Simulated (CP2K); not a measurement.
# NaCl under changes of volume

One of the cells (21.478 Å³/atom); the others are scaled copies at fixed shape and fractional positions:

```
Cl Na
1.0
     3.50219    0.00000    0.00000
     0.00000    3.50219    0.00000
     0.00000    0.00000    3.50219
Cl Na
1 1
Direct
  0.50000 0.50000 0.50000
  0.00000 0.00000 0.00000
```

Measurements of this composition are mostly on another form, of space group No. 225.

* Program: CP2K 2026.2
* Functional: PBEsol
* Potentials or basis: POTENTIAL_UZH Cl GTH-PBE-q7, Na GTH-PBE-q9; TZVP-MOLOPT-PBE-GTH basis
* Density cutoff: 18368 eV
* k mesh: 8 × 8 × 8
* Occupations: fermi-dirac, width 0.05 eV
* Spin: no spin polarisation

| volume (Å³/atom) | energy over the lowest point (meV/atom) | pressure (GPa) | gap on the mesh (eV) |
| --- | --- | --- | --- |
| 20.189 | 1.16 | 1.0 | 4.00 |
| 20.619 | 0.02 | 0.3 | 3.93 |
| 21.048 | 0.00 | -0.3 | 3.86 |
| 21.478 | 1.45 | -0.8 | 3.80 |
| 21.907 | 4.25 | -1.3 | 3.73 |
| 22.337 | ? | ? | ? |
| 22.766 | 13.24 | -2.1 | 3.62 |

Problem. What does the run at 22.337 Å³/atom give?

Solution. Energy over the lowest point 8.22 meV/atom; pressure -1.7 GPa; gap on the mesh 3.68 eV.

Worked out: A Birch-Murnaghan fit of order 3 (a polynomial in V^(-2/3)) to the other rows has its minimum at 20.80 Å³/atom with B0 = V·E''(V) = 24 GPa (rough, since the energies scatter). It gives 8.14 meV/atom at 22.337 Å³/atom, against the run's 8.22, and -dE/dV = -1.7 GPa, against -1.7. A straight line through the other rows of the gap, of slope -3.18 eV per unit of ln V, gives 3.67 eV, against the run's 3.68.

Energies are extrapolated to zero smearing.

Caveats: the potentials were made for another functional, which shifts forces and pressure; the basis of atomic orbitals isn't converged, which shifts pressures, moduli and gaps.

A mesh can miss the band edges.
